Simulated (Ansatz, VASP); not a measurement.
**Two plane-wave programs on ZrB2**

Contents of INCAR:

```
ALGO     = Normal         # electronic algorithm
EDIFF    = 1E-7           # SCF threshold, eV
ENCUT    = 520            # plane-wave cutoff, eV
GGA      = PS             # functional
ISIF     = 2              # what is computed and relaxed
ISMEAR   = 0              # smearing method
LASPH    = True           # aspherical terms in the spheres
LCHARG   = False          # write CHGCAR
LREAL    = False          # projectors in reciprocal space
LWAVE    = False          # write WAVECAR
NBANDS   = 16             # bands
NELM     = 60             # most SCF steps
PREC     = Accurate       # precision mode
SIGMA    = 0.15           # smearing width, eV
```

The input KPOINTS:

```
k-points
0
Gamma
  15 15 12
```

File POSCAR:

```
ZrB2
1.0
    3.1548382285      0.0000000000      0.0000000000
   -1.5774191143      2.7321700507      0.0000000000
    0.0000000000      0.0000000000      3.4483000000
Zr B
1 2
Direct
    0.0000000000      0.0000000000      0.0000000000
    0.3333333333      0.6666666667      0.5000000000
    0.6666666667      0.3333333333      0.5000000000
```

Input for Ansatz:

```yaml
crystal:
  lattice:
    - [3.1548382285, 0.0, 0.0]
    - [-1.5774191143, 2.7321700507, 0.0]
    - [0.0, 0.0, 3.4483]
  atoms:
    - { symbol: Zr, position: [0.0, 0.0, 0.0] }
    - { symbol: B, position: [0.3333333333, 0.6666666667, 0.5] }
    - { symbol: B, position: [0.6666666667, 0.3333333333, 0.5] }
basis:
  ecutwfc: 520.0
kpoints:
  mp_grid: { grid: [15, 15, 12] }
hamiltonian:
  xc: pbesol
scf:
  occupations: { method: gaussian, width: 0.15 }
output:
  forces: true
  stress: true
  eigenvalues: true
```

Alike in both runs: task single point; functional PBEsol; k mesh 15 × 15 × 12; occupations gaussian, width 0.15 eV; no spin polarisation.

```csv
,VASP,Ansatz
version,VASP 6.6.1,Ansatz 0.2.0
potentials or method,"VASP PAW PBE potentials, release 64 (Zr_sv, B)","scalar-relativistic, plane waves, PAW"
plane-wave cutoff (eV),520,520
valence electrons in the cell,18,18
```

Ansatz gave:

```
gap on the k mesh at the Fermi level (eV)       : none
pressure (GPa)                                  : 4.1
largest component of the traceless stress (GPa) : 3.75
```

**Question.** Which values does VASP return?

**Answer.** gap on the k mesh at the Fermi level (eV): none; pressure (GPa): 4.5; largest component of the traceless stress (GPa): 3.75.

A gap of «none» marks a metal or a gap that the smearing closes. With one functional, cell and mesh, what is left measures potentials, basis and numerics.

Caveats: the PAW data sets were made with another functional, which shifts forces and pressure a little (VASP).
